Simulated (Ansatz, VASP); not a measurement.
**LiH: VASP beside Ansatz**

Contents of INCAR:

```
SYSTEM = LiH
PREC     = Accurate       ! precision mode
ENCUT    = 520            ! plane-wave cutoff, eV
EDIFF    = 1E-6           ! SCF threshold, eV
ISMEAR   = 0              ! smearing method
SIGMA    = 0.1            ! smearing width, eV
LREAL    = .FALSE.        ! projectors in reciprocal space
LASPH    = .TRUE.         ! aspherical terms in the spheres
NELM     = 60             ! most SCF steps
ALGO     = Normal         ! electronic algorithm
ISIF     = 2              ! what is computed and relaxed
LWAVE    = .FALSE.        ! write WAVECAR
LCHARG   = .FALSE.        ! write CHGCAR
GGA      = PS             ! functional
NBANDS   = 9              ! bands
```

The input KPOINTS:

```
Automatic mesh
0
G
  8 8 8
  0 0 0
```

The input POSCAR:

```
LiH
1.0
    0.0000000000      2.0906751829      2.0906751829
    2.0906751829      0.0000000000      2.0906751829
    2.0906751829      2.0906751829      0.0000000000
Li H
1 1
Direct
    0.0000000000      0.0000000000      0.0000000000
    0.5000000000      0.5000000000      0.5000000000
```

Input for Ansatz:

```yaml
crystal:
  lattice:
    - [0.0, 2.0906751829, 2.0906751829]
    - [2.0906751829, 0.0, 2.0906751829]
    - [2.0906751829, 2.0906751829, 0.0]
  atoms:
    - { symbol: Li, position: [0.0, 0.0, 0.0] }
    - { symbol: H, position: [0.5, 0.5, 0.5] }
basis:
  ecutwfc: 420
kpoints:
  mp_grid: { grid: [8, 8, 8] }
hamiltonian:
  xc: pbesol
scf:
  occupations: { method: gaussian, width: 0.1 }
output:
  forces: true
  stress: true
  eigenvalues: true
```

Alike in both runs: task single point; functional PBEsol; k mesh 8 × 8 × 8; occupations gaussian, width 0.1 eV; no spin polarisation.

```csv
,VASP,Ansatz
version,VASP 6.6.1,Ansatz 0.2.0
potentials or method,"VASP PAW PBE potentials, release 64 (Li_sv, H)","scalar-relativistic, plane waves, PAW"
plane-wave cutoff (eV),520,420
valence electrons in the cell,4,4
```

```csv
,VASP,Ansatz,Ansatz less VASP
gap on the k mesh at the Fermi level (eV),2.84,2.84,+0.003
least direct gap on the mesh (eV),2.84,2.84,+0.003
```

 A k mesh can miss the band edges.
